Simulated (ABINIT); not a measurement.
# Quasiparticle gap of BeTe (F-43m) in ABINIT

How does a plane-wave GW calculation on BeTe (F-43m) run from the first input to the gap?

Calculated with ABINIT 10.8.3; PBE and many-body steps on it, plane waves.

**What was measured.**

- Gap 2.8 eV: absolute (indirect, Gamma to X) gap, second literature value; film (quoted from earlier experiment) (quoted in “The band structure of BeTe - a combined experimental and theoretical study”, 1997, arxiv:cond-mat/9712266).

- Gap 2.7 eV: absolute (indirect, Gamma to X) gap; bulk crystal (quoted from earlier experiment) (quoted in “The band structure of BeTe - a combined experimental and theoretical study”, 1997, arxiv:cond-mat/9712266).

### 1. The starting structure

Symmetry: F-43m, No. 216, cubic system. The conventional cell has a = 5.663 Å, b = 5.663 Å, c = 5.663 Å, α = 90.00°, β = 90.00°, γ = 90.00°. Be has 4 Te at 2.45 Å nearest. Nearest to Te lie 4 Be at 2.45 Å. Farther neighbours and most contacts between anions are not listed.

The cell and positions are those that the Materials Project relaxed with its own functionals (PBE, PBE+U or r2SCAN), kept fixed. Spin-orbit coupling is left out unless a step names it.

### 2. Ground state

This step: ABINIT 10.8.3; DFT, PBE, plane waves, norm-conserving pseudopotentials.

The ground-state density comes first.

Input file run.abi:

```
acell 3*1.0 Angstrom
rprim 
  -0.000000000000 2.831458787600 2.831458787600
  2.831458787600 0.000000000000 2.831458787600
  2.831458787600 2.831458787600 0.000000000000
ntypat 2
znucl 4 52
natom 2
typat 1 2
xred 
  0.000000000000 0.000000000000 0.000000000000
  0.750000000000 0.750000000000 0.750000000000
pp_dirpath "pseudos"
pseudos "Be.upf, Te.upf"
ecut 38
ngkpt 6 6 6
nshiftk 1
shiftk 0 0 0
kptopt 1
chksymbreak 0
nband 15
occopt 1
tolvrs 1e-10
nstep 60
prtwf 0
optforces 0
optstress 0
indata_prefix "in"
outdata_prefix "out"
tmpdata_prefix "tmp"
```

The run is started by

```bash
OMP_NUM_THREADS=1 mpirun -n 8 abinit run.abi > log
```

Numbers of over 12 decimals in the logs are rounded to 6 here.

Output:

```text
.Version 10.8.3 of ABINIT. v10.8.2 released Aug 2026.

 Symmetries : space group F-4 3 m (#216); Bravais cF (face-center cubic)
================================================================================
 Values of the parameters that define the memory need of the present run
     intxc =       0    ionmov =       0      iscf =       7    lmnmax =       6
     lnmax =       6     mgfft =      45  mpssoang =       3    mqgrid =    3001
     natom =       2  nloc_mem =       1    nspden =       1   nspinor =       1
    nsppol =       1      nsym =      24    n1xccc =    2501    ntypat =       2
    occopt =       1   xclevel =       2
-    mband =          15        mffmem =           1         mkmem =           2
       mpw =        3455          nfft =       91125          nkpt =          16
================================================================================
  Rough estimation (10% accuracy) of disk space for files :
================================================================================

--------------------------------------------------------------------------------
------------- Echo of variables that govern the present computation ------------
--------------------------------------------------------------------------------
 -outvars: echo values of preprocessed input variables --------
            acell      1.8897261259E+00  1.8897261259E+00  1.8897261259E+00 Bohr

      chksymbreak           0
             ecut      3.80000000E+01 Hartree
-          fftalg         312

              ixc     -101130
              kpt      0.00000000E+00  0.00000000E+00  0.00000000E+00
                       1.66666667E-01  0.00000000E+00  0.00000000E+00
                       3.33333333E-01  0.00000000E+00  0.00000000E+00
                       5.00000000E-01  0.00000000E+00  0.00000000E+00
                       1.66666667E-01  1.66666667E-01  0.00000000E+00
                       3.33333333E-01  1.66666667E-01  0.00000000E+00
                       5.00000000E-01  1.66666667E-01  0.00000000E+00
                      -3.33333333E-01  1.66666667E-01  0.00000000E+00
                      -1.66666667E-01  1.66666667E-01  0.00000000E+00
   [... 5 further rows ...]
                      -3.33333333E-01  3.33333333E-01  1.66666667E-01
                      -3.33333333E-01  5.00000000E-01  1.66666667E-01
         kptrlatt        6    0    0      0    6    0      0    0    6
          kptrlen      4.54020393E+01
P           mkmem           2
            natom           2
            nband          15
            ngfft          45      45      45
             nkpt          16
            nstep          60
             nsym          24
           ntypat           2
              occ      2.000000  2.000000  2.000000  2.000000  2.000000  2.000000
                       2.000000  2.000000  2.000000  2.000000  0.000000  0.000000
[...]
optforces           0
        optstress           0
            prtwf           0
            rprim     -0.0000000000E+00  2.8314587876E+00  2.8314587876E+00
[...]
spgroup         216

           tolvrs      1.00000000E-10

             xred      0.0000000000E+00  0.0000000000E+00  0.0000000000E+00
[...]
znucl        4.00000   52.00000

================================================================================

 chkinp: Checking input parameters for consistency.

================================================================================
== DATASET  1 ==================================================================
-   mpi_nproc: 8, omp_nthreads: 1 (-1 if OMP is not activated)

--- !DatasetInfo
iteration_state: {dtset: 1, }
dimensions: {natom: 2, nkpt: 16, mband: 15, nsppol: 1, nspinor: 1, nspden: 1, mpw: 3455, }
cutoff_energies: {ecut:  38.0, pawecutdg:  -1.0, }
electrons: {nelect:   2.00000000E+01, charge:   0.00000000E+00, occopt:   1.00000000E+00, tsmear:   1.00000000E-02, }

 Real(R)+Recip(G) space primitive vectors, cartesian coordinates (Bohr,Bohr^-1):
 R(1)=  0.0000000  5.3506816  5.3506816  G(1)= -0.0934460  0.0934460  0.0934460
 R(2)=  5.3506816  0.0000000  5.3506816  G(2)=  0.0934460 -0.0934460  0.0934460
 R(3)=  5.3506816  5.3506816  0.0000000  G(3)=  0.0934460  0.0934460 -0.0934460
 Unit cell volume ucvol=  3.0637783E+02 bohr^3
 Angles (23,13,12)=  6.00000000E+01  6.00000000E+01  6.00000000E+01 degrees

 getcut: wavevector=  0.0000  0.0000  0.0000  ngfft=  45  45  45
         ecut(hartree)=     38.000   => boxcut(ratio)=   2.09542

--- Pseudopotential description ------------------------------------------------
- Be Generated using ONCVPSP code by D. R. Hamann
-  4.00000   4.00000  171031                  znucl, zion, pspdat
12 -101130 1 -1 1358                          pspcod,pspxc,lmax,lloc,mmax
     nproj     2     2     0
  pspatm : epsatm=    3.09777737
         --- l  ekb(1:nproj) -->
[...]
pspatm: atomic psp has been read  and splines computed

- Te Generated using ONCVPSP code by D. R. Hamann
- 52.00000  16.00000  171031                  znucl, zion, pspdat
12 -101130 2 -1 1294                          pspcod,pspxc,lmax,lloc,mmax
     nproj     2     2     2
  pspatm : epsatm=   36.72599971
         --- l  ekb(1:nproj) -->
[...]
2   -5.988876   -1.858037
 pspatm: atomic psp has been read  and splines computed

   7.96475542E+02                                ecore*ucvol(ha*bohr**3)
--------------------------------------------------------------------------------

_setup2: Arith. and geom. avg. npw (full set) are    3424.838    3424.812

================================================================================

--- !BeginCycle
iteration_state: {dtset: 1, }
solver: {iscf: 7, nstep: 60, nline: 4, wfoptalg: 0, }
tolerances: {tolvrs: 1.00E-10, }

     iter   Etot(hartree)      deltaE(h)  residm     vres2
 ETOT  1  -118.80000373286    -1.188E+02 8.130E-02 2.368E+01
 ETOT  2  -118.83971586962    -3.971E-02 2.669E-03 8.931E-01
 ETOT  3  -118.83980227188    -8.640E-05 1.116E-03 6.953E-02
 ETOT  4  -118.83980847560    -6.204E-06 7.516E-04 4.313E-03
 ETOT  5  -118.83980860958    -1.340E-07 1.677E-04 5.025E-04
 ETOT  6  -118.83980862433    -1.475E-08 2.152E-04 1.964E-05
 ETOT  7  -118.83980862530    -9.757E-10 1.035E-04 5.380E-07
 ETOT  8  -118.83980862534    -3.766E-11 1.435E-04 3.658E-08
 ETOT  9  -118.83980862534    -2.601E-12 6.010E-05 9.757E-10
 ETOT 10  -118.83980862534     1.137E-12 8.037E-05 7.762E-12

 At SCF step   10       vres2   =  7.76E-12 < tolvrs=  1.00E-10 =>converged.

--- !ResultsGS
iteration_state: {dtset: 1, }
comment   : Summary of ground state results
lattice_vectors:
- [ -0.0000000,   5.3506816,   5.3506816, ]
- [  5.3506816,   0.0000000,   5.3506816, ]
- [  5.3506816,   5.3506816,   0.0000000, ]
lattice_lengths: [   7.56701,    7.56701,    7.56701, ]
lattice_angles: [ 60.000,  60.000,  60.000, ] # degrees, (23, 13, 12)
lattice_volume:   3.0637783E+02
convergence: {deltae:  1.137E-12, res2:  7.762E-12, residm:  8.037E-05, diffor:  0.000E+00, }
etotal    :  -1.18839809E+02
entropy   :   0.00000000E+00
fermie    :   1.46115151E-01
cartesian_stress_tensor: null
pressure_GPa: null
xred      :
- [  0.0000E+00,   0.0000E+00,   0.0000E+00, Be]
- [  7.5000E-01,   7.5000E-01,   7.5000E-01, Te]
cartesian_forces: null
force_length_stats: {min: null, max: null, mean: null, }

 Integrated electronic density in atomic spheres:
 ------------------------------------------------
 Atom  Sphere_radius  Integrated_density
    1        2.00000          3.00127198
    2        2.00000         11.98140201
================================================================================

 ----iterations are completed or convergence reached----

 Mean square residual over all n,k,spin=   34.510E-08; max=  80.367E-06
 reduced coordinates (array xred) for    2 atoms
       0.000000000000      0.000000000000      0.000000000000
       0.750000000000      0.750000000000      0.750000000000
 rms dE/dt=  0.0000E+00; max dE/dt=  0.0000E+00; dE/dt below (all hartree)
    1       0.000000000000      0.000000000000      0.000000000000
    2       0.000000000000      0.000000000000      0.000000000000

 cartesian coordinates (angstrom) at end:
    1      0.000000     0.000000     0.000000
    2      4.247188     4.247188     4.247188
 length scales=  1.889726125908  1.889726125908  1.889726125908 bohr
              =  1.000000000000  1.000000000000  1.000000000000 angstroms
 prteigrs : about to open file out_EIG
 Fermi (or HOMO) energy (hartree) =   0.14612   Average Vxc (hartree)=  -0.34999
 Eigenvalues (hartree) for nkpt=  16  k points:
 kpt#   1, nband= 15, wtk=  0.00463, kpt=  0.0000  0.0000  0.0000 (reduced coord)
  -3.54287   -1.18620   -1.18620   -1.18620   -1.18581   -1.18581   -0.30187    0.14612
   0.14612    0.14612    0.28053    0.28053    0.28053    0.28269    0.45658
 prteigrs : prtvol=0 or 1, do not print more k-points.

--- !EnergyTerms
iteration_state     : {dtset: 1, }
comment             : Components of total free energy in Hartree
kinetic             :  6.55628438533196E+01
hartree             :  3.03096091465812E+01
xc                  : -2.70571577544668E+01
Ewald energy        : -6.30634738610019E+01
psp_core            :  2.59965138045043E+00
local_psp           : -8.88888938828786E+01
non_local_psp       : -3.83023875073446E+01
total_energy        : -1.18839808625341E+02
total_energy_eV     : -3.23379593390261E+03
band_energy         : -1.91967356984565E+01

== END DATASET(S) ==============================================================
================================================================================

 -outvars: echo values of variables after computation  --------
           etotal     -1.1883980863E+02
            nband          15
             nkpt          16
          spgroup         216
 [... the other variables as echoed above ...]

 Calculation completed.
```

The job ended after 5.3 s (8 MPI ranks of Arm Neoverse V2, shared host; peak memory 0.61 GiB; 42 s of CPU time).

This step gave:

```yaml
total_energy: -3233.7959 eV
gap: 2.028 eV
k_of_the_valence_top: 0, 0, 0
k_of_the_conduction_bottom: 0.5, 0.5, 0
least_direct_gap: 3.657 eV
```

The gap is indirect, with the least direct gap 1.63 eV higher.

(Part 1 of 3 ends here.)

[Paths, hosts, dates, memory and timing lines, banners, echoed tables and standing remarks are left out of the program output.]

[Logs are printed without paths, hosts, clocks, repeated set-up lines and the standing remarks that a program may print on its own settings, such as how far it seeks lower states.]

[Runs of the session that timed out or met a known fault of the program may be left out.]

[Hosts, paths, dates, database ids (printed as entryN), source tags and the programs' standing remarks are cut or masked in the printed files.]

[G0W0 gaps are taken among the corrected bands and points alone; a level outside them can change the order at an edge.]

[Where Ansatz stands beside ABINIT at settings called matched, ABINIT's density can come from a denser mesh and the files from another edition; pairs whose starting gaps differed by over 0.03 eV were left out, so agreement reads better than it is.]
